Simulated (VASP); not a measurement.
# BN (P6_3mc) in VASP: settings compared

Aim: see how the results for BN move with the level of theory and the settings. Levels: PBE, r2SCAN. Tasks: single point.

All numbers are computed with VASP 6.6.1; they aren't measurements. Logs are shortened: lines on timing, memory, paths and dates and some standing lists are left out, and cuts for length are marked.

**1. Starting point**

The structure is hexagonal, space group P6_3mc (No. 186). The conventional cell has a = 2.554 Å, b = 2.554 Å, c = 4.227 Å, α = 90.00°, β = 90.00°, γ = 120.00°. N (site symmetry 3m) has 4 B at 1.57 to 1.58 Å as nearest neighbours. B (site symmetry 3m) has 4 N at 1.57 to 1.58 Å as nearest neighbours.

Measurements of this composition are mostly on another form, of space group No. 194.

**2. Single point, PBE**

File INCAR:

```
  PREC = Accurate
  ENCUT = 500
  EDIFF = 1E-7
  ISMEAR = 0
  SIGMA = 0.02
  LREAL = F
  LASPH = T
  NELM = 80
  ALGO = Fast
  ISIF = 2
  LWAVE = F
  LCHARG = F
  GGA = PE
  NBANDS = 16
```

File KPOINTS:

```
regular mesh
0
Gamma
  6 6 3
```

File POSCAR:

```
BN
1.0
    2.5539396017      0.0000000000      0.0000000000
   -1.2769698009      2.2117765748      0.0000000000
    0.0000000000      0.0000000000      4.2268550000
N B
2 2
Direct
    0.3333333333      0.6666666667      0.1252760000
    0.6666666667      0.3333333333      0.6252760000
    0.3333333333      0.6666666667      0.4997240000
    0.6666666667      0.3333333333      0.9997240000
```

Potentials or basis: VASP PAW PBE potentials, release 64 (N_GW, B_GW).

Started as:

```bash
$ cat potpaw_PBE.64/N_GW/POTCAR potpaw_PBE.64/B_GW/POTCAR > POTCAR
$ mpirun -np 1 vasp_std > vasp.out
```

OUTCAR:

```text
PREC = Accurate
   ENCUT = 500
   EDIFF = 1E-7
   ISMEAR = 0
   LREAL = F
   LASPH = T
   NELM = 80
   ISIF = 2
   GGA = PE

 ion  position               nearest neighbor table
   1  0.333  0.667  0.125-   4 1.57   4 1.57   4 1.57   3 1.58
   2  0.667  0.333  0.625-   3 1.57   3 1.57   3 1.57   4 1.58
   3  0.333  0.667  0.500-   2 1.57   2 1.57   2 1.57   1 1.58
   4  0.667  0.333  1.000-   1 1.57   1 1.57   1 1.57   2 1.58

  LATTYP: Found a hexagonal cell.
 ALAT       =     2.5539396017
 C/A-ratio  =     1.6550332659

  Lattice vectors:

 A1 = (   2.5539396017,   0.0000000000,   0.0000000000)
 A2 = (  -1.2769698009,   2.2117765748,   0.0000000000)
 A3 = (   0.0000000000,   0.0000000000,   4.2268550000)

Analysis of symmetry for initial positions (statically):
=====================================================================
 Subroutine PRICEL returns:
 Original cell was already a primitive cell.

 Routine SETGRP: Setting up the symmetry group for a
 hexagonal supercell.

 Subroutine GETGRP returns: Found 12 space group operations
 (whereof  6 operations were pure point group operations)
 out of a pool of 24 trial point group operations.

The static configuration has the point symmetry C_3v.
 The point group associated with its full space group is C_6v.

Analysis of symmetry for dynamics (positions and initial velocities):
=====================================================================
 Subroutine PRICEL returns:
 Original cell was already a primitive cell.

 Routine SETGRP: Setting up the symmetry group for a
 hexagonal supercell.

 Subroutine GETGRP returns: Found 12 space group operations
 (whereof  6 operations were pure point group operations)
 out of a pool of 24 trial point group operations.

The dynamic configuration has the point symmetry C_3v.
 The point group associated with its full space group is C_6v.

 Subroutine INISYM returns: Found 12 space group operations
 (whereof  6 operations are pure point group operations),
 and found     1 'primitive' translations

----------------------------------------------------------------------------------------

                                     Primitive cell

  volume of cell :      23.8764

  direct lattice vectors                    reciprocal lattice vectors
     2.553939602  0.000000000  0.000000000     0.391551938  0.226062617  0.000000000
    -1.276969801  2.211776575  0.000000000     0.000000000  0.452125233  0.000000000
     0.000000000  0.000000000  4.226855000     0.000000000  0.000000000  0.236582518

  length of vectors
     2.553939602  2.553939602  4.226855000     0.452125233  0.452125233  0.236582518

  position of ions in fractional coordinates (direct lattice)
     0.333333333  0.666666667  0.125276000
     0.666666667  0.333333333  0.625276000
     0.333333333  0.666666667  0.499724000
     0.666666667  0.333333333  0.999724000

  ion indices of the primitive-cell ions
   primitive index   ion index
                 1           1
                 2           2
                 3           3
                 4           4

----------------------------------------------------------------------------------------

 KPOINTS: regular mesh

Automatic generation of k-mesh.
 Grid dimensions read from file:
 generate k-points for:    6    6    3

 Generating k-lattice:

  Cartesian coordinates                     Fractional coordinates (reciprocal lattice)
     0.065258656  0.037677103  0.000000000     0.166666667  0.000000000  0.000000000
     0.000000000  0.075354206  0.000000000     0.000000000  0.166666667  0.000000000
     0.000000000  0.000000000  0.078860839     0.000000000  0.000000000  0.333333333

  Length of vectors
     0.075354206  0.075354206  0.078860839

  Shift w.r.t. Gamma in fractional coordinates (k-lattice)
     0.000000000  0.000000000  0.000000000

 Subroutine IBZKPT returns following result:
 ===========================================

 Found     14 irreducible k-points:

 Following reciprocal coordinates:
            Coordinates               Weight
  0.000000  0.000000  0.000000      1.000000
  0.166667  0.000000  0.000000      6.000000
  0.333333  0.000000  0.000000      6.000000
  0.500000  0.000000  0.000000      3.000000
  0.166667  0.166667  0.000000      6.000000
  0.333333  0.166667  0.000000     12.000000
  0.333333  0.333333  0.000000      2.000000
  0.000000  0.000000  0.333333      2.000000
  0.166667  0.000000  0.333333     12.000000
  0.333333  0.000000  0.333333     12.000000
  0.500000  0.000000  0.333333      6.000000
  0.166667  0.166667  0.333333     12.000000
  0.333333  0.166667  0.333333     24.000000
  0.333333  0.333333  0.333333      4.000000
   k-points           NKPTS =     14   k-points in BZ     NKDIM =     14   number of bands    NBANDS=     16
   number of dos      NEDOS =    301   number of ions     NIONS =      4
   total plane-waves  NPLWV =  12800
   dimension x,y,z NGX =    20 NGY =   20 NGZ =   32
   dimension x,y,z NGXF=    40 NGYF=   40 NGZF=   64
   ions per type =               2   2
   NGX,Y,Z   is equivalent  to a cutoff of  13.02, 13.02, 12.59 a.u.
   NGXF,Y,Z  is equivalent  to a cutoff of  26.04, 26.04, 25.17 a.u.
 SYSTEM =  unknown system
   PREC   = accura    normal or accurate (medium, high low for compatibility)
   ISTART =      0    job   : 0-new  1-cont  2-samecut
   ICHARG =      2    charge: 1-file 2-atom 10-const
   ISPIN  =      1    spin polarized calculation?
   LNONCOLLINEAR =      F non collinear calculations
   LSORBIT =      F    spin-orbit coupling
   LASPH  =      T    aspherical Exc in radial PAW
   ENCUT  =  500.0 eV  36.75 Ry    6.06 a.u.   4.66  4.66  7.71*2*pi/ulx,y,z
   NELM   =     80;   NELMIN=  2; NELMDL= -5     # of ELM steps
   EDIFF  = 0.1E-06   stopping-criterion for ELM
   LREAL  =      F    real-space projection
   EDIFFG = 0.1E-05   stopping-criterion for IOM
   NSW    =      0    number of steps for IOM
   IBRION =     -1    ionic relax: 0-MD 1-quasi-New 2-CG
   NFREE  =      0    steps in history (QN), initial steepest desc. (CG)
   ISIF   =      2    stress and relaxation
   ISYM   =      2    0-nonsym 1-usesym 2-fastsym
   POTIM  = 0.5000    time-step for ionic-motion
   TEBEG  =    0.0;   TEEND  =   0.0 temperature during run
   PSTRESS=    0.0 pullay stress
   NELECT =      16.0000    total number of electrons
   NUPDOWN=      -1.0000    fix difference up-down
   EMIN   =  10.00;   EMAX   =-10.00  energy-range for DOS
   EFERMI =   0.00;   METHOD = LEGACY
   ISMEAR =     0;   SIGMA  =   0.02  broadening in eV -4-tet -1-fermi 0-gaus
   EFERMI_NEDOS =   21; number of points for ismear=-14 and -15
   IALGO  =     68    algorithm
   IMIX   =      4    mixing-type and parameters
     AMIX     =   0.40;   BMIX     =  1.00
     AMIX_MAG =   1.60;   BMIX_MAG =  1.00
  volume/ion in A,a.u.               =       5.97        40.28
  Fermi-wavevector in a.u.,A,eV,Ry     =   1.432600  2.707222 27.923836  2.052344
  Thomas-Fermi vector in A             =   2.552210
   LORBIT       =      0    0 simple, 1 ext, 2 COOP (PROOUT), +10 PAW based schemes
   GGA     = PE    functional components
   LHFCALC =     F    Hartree Fock is set to
   AEXX    =    0.0000 exact exchange contribution
   IVDW    =     0    specifies the selected vdW correction
   LEPSILON=     F    determine dielectric tensor
   LRPA    =     F    only Hartree local field effects (RPA)
 non-spin polarized calculation
 RMM-DIIS sequential band-by-band and
 Gauss-broadening in eV      SIGMA  =   0.02
  energy-cutoff  :      500.00
  volume of cell :       23.88
 maximum number of plane-waves:       622
 NGX is ok and might be reduce to    20
   NGX =  9   NGY =  9   NGZ = 15

 number of electron      16.0000002 magnetization

 Free energy of the ion-electron system (eV)
  ---------------------------------------------------
  ext. energy  EPLUGINS =         0.00000000
  ---------------------------------------------------
  free energy    TOTEN  =       -34.84861869 eV

  energy without entropy =      -34.84861869  energy(sigma->0) =      -34.84861869

 E-fermi :   7.6040     XC(G=0): -12.6783

 val. band max:        7.4904386263   @ k =   0.0000   0.0000   0.0000
 cond. band min:      12.6897363635   @ k =   0.3333   0.3333   0.0000
 fundamental gap:      5.1992977372
 Fermi energy:         7.6039719453

 k-point     1 :       0.0000    0.0000    0.0000
  band No.  band energies     occupation
      1     -12.8007      2.00000
      2      -8.7008      2.00000
      3      -3.3398      2.00000
      4       5.3895      2.00000
      5       5.3895      2.00000
      6       7.2148      2.00000
[... 8 lines left out ...]
     15      19.3169      0.00000
     16      23.5779      0.00000

 k-point     2 :       0.1667    0.0000    0.0000
  band No.  band energies     occupation
      1     -12.2059      2.00000
      2      -8.2575      2.00000
      3      -2.7510      2.00000
      4       3.0461      2.00000
      5       4.4532      2.00000
      6       5.5072      2.00000
[... 8 lines left out ...]
     15      20.8867      0.00000
     16      22.7150      0.00000

 k-point     3 :       0.3333    0.0000    0.0000
  band No.  band energies     occupation
      1     -10.5253      2.00000
      2      -7.3115      2.00000
      3      -1.1175      2.00000
      4      -0.6545      2.00000
      5       1.9922      2.00000
      6       3.0973      2.00000
[... 8 lines left out ...]
     15      23.1358      0.00000
     16      23.7690      0.00000
[... 172 lines left out ...]
 k-point    13 :       0.3333    0.1667    0.3333
  band No.  band energies     occupation
      1      -8.6296      2.00000
      2      -7.6059      2.00000
      3      -1.8355      2.00000
      4      -0.8453      2.00000
      5       1.3407      2.00000
      6       2.6237      2.00000
[... 8 lines left out ...]
     15      23.0069      0.00000
     16      23.9705      0.00000

 k-point    14 :       0.3333    0.3333    0.3333
  band No.  band energies     occupation
      1      -7.4498      2.00000
      2      -7.4498      2.00000
      3      -1.0069      2.00000
      4      -1.0069      2.00000
      5      -0.9615      2.00000
      6       0.8122      2.00000
[... 8 lines left out ...]
     15      23.8944      0.00000
     16      23.8944      0.00000

------------------------ aborting loop because EDIFF is reached ----------------------------------------

  FORCE on cell =-STRESS in cart. coord.  units (eV):
  Direction    XX          YY          ZZ          XY          YZ          ZX
  --------------------------------------------------------------------------------------
  -------------------------------------------------------------------------------------
  Total       -0.0875201     -0.0875201     -0.1964717      0.0000000      0.0000000      0.0000000
  in kB       -5.8728557     -5.8728557    -13.1838218      0.0000000      0.0000000      0.0000000
  external PRESSURE =      -8.3098444 kB  Pullay stress =       0.0000000 kB

 VOLUME and BASIS-vectors are now :
 -----------------------------------------------------------------------------
  energy-cutoff  :      500.00
  volume of cell :       23.88
      direct lattice vectors                 reciprocal lattice vectors
     2.553939602  0.000000000  0.000000000     0.391551938  0.226062617  0.000000000
    -1.276969801  2.211776575  0.000000000     0.000000000  0.452125233  0.000000000
     0.000000000  0.000000000  4.226855000     0.000000000  0.000000000  0.236582518

 POSITION                                       TOTAL-FORCE (eV/Angst)
 -----------------------------------------------------------------------------------
     -0.00000      1.47452      0.52952         0.000000     -0.000000     -0.019673
      1.27697      0.73726      2.64295        -0.000000      0.000000     -0.019673
     -0.00000      1.47452      2.11226        -0.000000      0.000000      0.019673
      1.27697      0.73726      4.22569         0.000000     -0.000000      0.019673
 -----------------------------------------------------------------------------------
    total drift:                               -0.000000      0.000000      0.000043

  FREE ENERGIE OF THE ION-ELECTRON SYSTEM (eV)
  ---------------------------------------------------
  free  energy   TOTEN  =       -34.8486186901 eV

  energy  without entropy=      -34.8486186901  energy(sigma->0) =      -34.84861869
```

Wall time 7.7 s (1 thread of Intel Xeon Platinum 8488C (Sapphire Rapids), shared host); peak memory 0.12 GiB.

What came out:

| Item | Value |
| --- | --- |
| Free energy | -34.8486 eV |
| Pressure | -0.8 GPa |
| Largest force | 0.020 eV/Å |
| Band gap on the k mesh | 5.20 eV, indirect (least direct gap 8.26 eV) |

Forces in eV/Å, atoms in the order of the input:
```
N    0.000  0.000 -0.020
N    0.000  0.000 -0.020
B    0.000  0.000  0.020
B    0.000  0.000  0.020
```

Caveat: the k mesh is coarse (spacing up to 0.50 Å⁻¹), so the values aren't converged; the cutoff is under 1.25 times the usual one of these potentials, so pressure, stress and relaxed cells hold a basis-set (Pulay) error; an odd mesh through Γ misses points on the zone boundary, where band edges often lie.

(Continued in part 2 of 2.)
